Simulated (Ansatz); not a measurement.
**V: strong compression**

The task here is to estimate one member of a computed series from the others.

Method: DFT PBE, with the methods named in each step, in Ansatz 0.2.0.

**Starting point**

Symmetry: P6_3/mmc, No. 194, hexagonal system. The conventional cell has a = 2.678 Å, b = 2.678 Å, c = 4.339 Å, α = 90.00°, β = 90.00°, γ = 120.00°. V (site symmetry -6m2) is surrounded by 12 V at 2.66 to 2.68 Å.

Structure file:

```
V
1.0
     2.67837    0.00000    0.00000
    -1.33918    2.31953    0.00000
     0.00000    0.00000    4.33895
V
2
Cartesian
  0.0000 1.5464 1.0847
  1.3392 0.7732 3.2542
```

Whether this phase is the stable one at these pressures isn't tested.

Atoms are numbered in the order of the input: V1, V2.

The first run:

input.yaml

```yaml
crystal:
  lattice:
    - [2.678366065, 0.0, 0.0]
    - [-1.3391830325, 2.3195330529, 0.0]
    - [0.0, 0.0, 4.3389530253]
  atoms:
    - { symbol: V, position: [0.3333333333, 0.6666666667, 0.25] }
    - { symbol: V, position: [0.6666666667, 0.3333333333, 0.75] }
kpoints:
  mp_grid: { grid: [18, 18, 10] }
scf:
  occupations: { method: fermi_dirac, width: 0.1 }
hamiltonian:
  xc: pbe
  pseudopotentials: { kind: paw }
output:
  forces: true
  stress: true
  write_density: true
  write_potential: true
  elf: true
  volumetric_format: npy
relax:
  f_tol: 0.005
  max_steps: 40
  cell: {}
```

Started as:

```sh
> ansatz run input.yaml --threads 1 --pin off --max-ram 2048MiB --backend cpu --events-out ev --progress --plain --runs-dir out
```

Steps of the session up to this table: Cell relaxed at zero pressure, PAW; Volume scaled by 1, PAW; Shape and atoms relaxed at 0.95 of the volume, PAW; Volume scaled by 0.95, PAW; Shape and atoms relaxed at 0.85 of the volume, PAW; Volume scaled by 0.85, PAW; Shape and atoms relaxed at 0.75 of the volume, PAW; Volume scaled by 0.75, PAW; Shape and atoms relaxed at 0.65 of the volume, PAW; Volume scaled by 0.65, PAW; Shape and atoms relaxed at 0.55 of the volume, PAW; Volume scaled by 0.55, PAW; Shape and atoms relaxed at 0.45 of the volume, PAW; Volume scaled by 0.45, PAW; Shape and atoms relaxed at 0.4 of the volume, PAW; Volume scaled by 0.4, PAW; Volume scaled by 0.4, PAW (level accurate).

One table of the session follows, with a row left open; its other results are not shown here.

| method | volume over the first | volume (Å³/atom) | pressure (GPa) |
| --- | --- | --- | --- |
| PAW | 1 | 13.867 | 0.01 |
| PAW | 0.95 | 13.174 | 9.75 |
| PAW | 0.85 | 11.787 | 38.00 |
| PAW | 0.75 | 10.400 | 84.08 |
| PAW | 0.65 | 9.013 | 161.16 |
| PAW | 0.55 | ? | ? |
| PAW | 0.45 | 6.240 | 542.61 |
| PAW | 0.4 | 5.547 | 748.31 |
| PAW (level accurate) | 0.4 | 5.547 | 756.88 |

**Question.** Estimate the row for PAW, 0.55.

The run gave: volume (Å³/atom): 7.627; pressure (GPa): 294.97. In the column «volume (Å³/atom)» it lies between PAW, 0.45 (6.240) and PAW, 0.65 (9.013).

To keep in mind: At pressures up to 757 GPa the PAW spheres may overlap and frozen cores may not hold, so those PAW values are rough without an all-electron check.
